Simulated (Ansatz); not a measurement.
# HfB2: single point with PBE

The system is HfB2.

```
Hf B
1.0
     3.14000    0.00000    0.00000
    -1.57000    2.71932    0.00000
     0.00000    0.00000    3.48000
Hf B
1 2
Direct
  0.00000 0.00000 0.00000
  0.66667 0.33333 0.50000
  0.33333 0.66667 0.50000
```

```yaml
Program: Ansatz 0.2.0
Task: single point
Functional: PBE
Potentials_or_basis: all-electron LAPW, scalar-relativistic
Cutoff: 260 eV (chosen from the basis error)
Basis_error_allowed: 0.002 eV/atom
k_mesh: 7 × 7 × 6
Occupations: fermi-dirac, width 0.03 eV
Spin: no spin polarisation
```

```json
{"Pressure": "1.5 GPa", "Band gap on the k mesh": "none (metal or under the smearing width)"}
```

Stress tensor (GPa, compression positive):
```
1.59 0.00 0.00
0.00 1.59 0.00
0.00 0.00 1.18
```

Levels at points of the mesh, in eV from the Fermi level:
```
            k point  band 23  band 24  band 25  band 26  band 27  band 28  band 29  band 30
 (0.00, 0.00, 0.00)    -2.83    -2.73    -2.73    -2.56     4.19     4.19     4.82     4.82
(0.00, 0.00, -0.50)    -8.18    -0.97    -0.97     0.49     0.49     1.17     1.17     2.40
```

Run time: 4.9 s on 2 threads of Intel(R) Xeon(R) Platinum 8375C CPU @ 2.90GHz (Ice Lake), with other jobs on the host, peak memory 0.32 GiB.

Caveat: the k mesh is thin for a metal, which can move the energy by tens of meV per atom. Spin-orbit coupling is left out, which matters for the levels of Hf.
